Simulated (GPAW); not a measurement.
Cd:

```
CELL_PARAMETERS angstrom
-1.78432 1.78432 1.78432
1.78432 -1.78432 1.78432
1.78432 1.78432 -1.78432
ATOMIC_POSITIONS crystal
Cd 0.00000 0.00000 0.00000
```

This isn't the form of Cd at room conditions, which is hcp.

* Program: GPAW 26.7.0
* Task: relaxation of cell and atoms
* Functional: PBEsol
* Potentials or basis: PAW data sets generated in the run's folder for this functional
* Cutoff: 600 eV
* Basis: pw
* k mesh: 10 × 10 × 10
* Occupations: fermi-dirac, width 0.05 eV
* Spin: no spin polarisation

At the start: pressure -3.2 GPa; volume 22.72 Å³/atom.

How do energy, volume and symmetry change on relaxing?

Over 5 steps the energy falls by 19.8 meV/atom and the volume is 21.05 Å³/atom (-7.4 %); space group Im-3m (No. 229, to 0.05 Å).

The path:
```
step  energy change (eV)  largest force (eV/Å)  pressure (GPa)  volume (Å³)
   1              0.0000                0.0000           -3.25        22.72
   2             -0.0082                0.0000           -2.61        22.28
   3             -0.0189                0.0000            0.97        20.71
   4             -0.0198                0.0000           -0.15        21.11
   5             -0.0198                0.0000           -0.01        21.05
```

Final structure:
```
Cd
1.0
    -1.73940    1.73940    1.73940
     1.73940   -1.73940    1.73940
     1.73940    1.73940   -1.73940
Cd
1
Direct
  0.00000 0.00000 0.00000
```

Caveat: later steps reuse the first step's grids.
